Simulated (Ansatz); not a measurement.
# Strain response of SiC

Level of theory: DFT PBE, scalar-relativistic, plane waves, PAW (Ansatz). Run with 420 eV cutoff, 12×12×6 k-mesh, Gaussian smearing of 0.02 eV, no spin polarisation.

The relaxed crystal:

```
Si C
1.0
     3.09194    0.00000    0.00000
    -1.54597    2.67770    0.00000
     0.00000    0.00000    5.07429
Si C
2 2
Direct
  0.33333 0.66667 0.49958
  0.66667 0.33333 0.99958
  0.33333 0.66667 0.87542
  0.66667 0.33333 0.37542
```

Deformation: c alone is stretched, the rest of the cell is held and the atoms relax, all within the symmetry that the strain leaves. Energies are extrapolated to zero smearing. Gaps are Kohn–Sham gaps over the whole zone.

| strain (%) | ΔE (meV/atom) | a (Å) | b (Å) | c (Å) | gap (eV) |
| --- | --- | --- | --- | --- | --- |
| -6.0 | 67.2 | 3.092 | 3.092 | 4.770 | 1.98 |
| -4.0 | 29.3 | 3.092 | 3.092 | 4.871 | 2.27 |
| -2.0 | 7.1 | 3.092 | 3.092 | 4.973 | 2.34 |
| +0.0 | 0.0 | 3.092 | 3.092 | 5.074 | 2.31 |
| +2.0 | 6.8 | 3.092 | 3.092 | 5.176 | 2.21 |
| +4.0 | 26.1 | 3.092 | 3.092 | 5.277 | 2.14 |
| +6.0 | 56.7 | 3.092 | 3.092 | 5.379 | 2.11 |

**Question.** What stiffness (1/V) d²E/dε² at zero strain does a cubic fit over all points give?

**Answer.** A cubic fit gives (1/V) d²E/dε² = 525 GPa at zero strain (the elastic constant along c at held a and b).

**Question.** How fast does the gap move with strain on either side?

**Answer.** -19 meV per percent on the compressed side and -49 meV per percent on the stretched side; it is indirect at -2.0 %, indirect at zero and indirect at +2.0 %.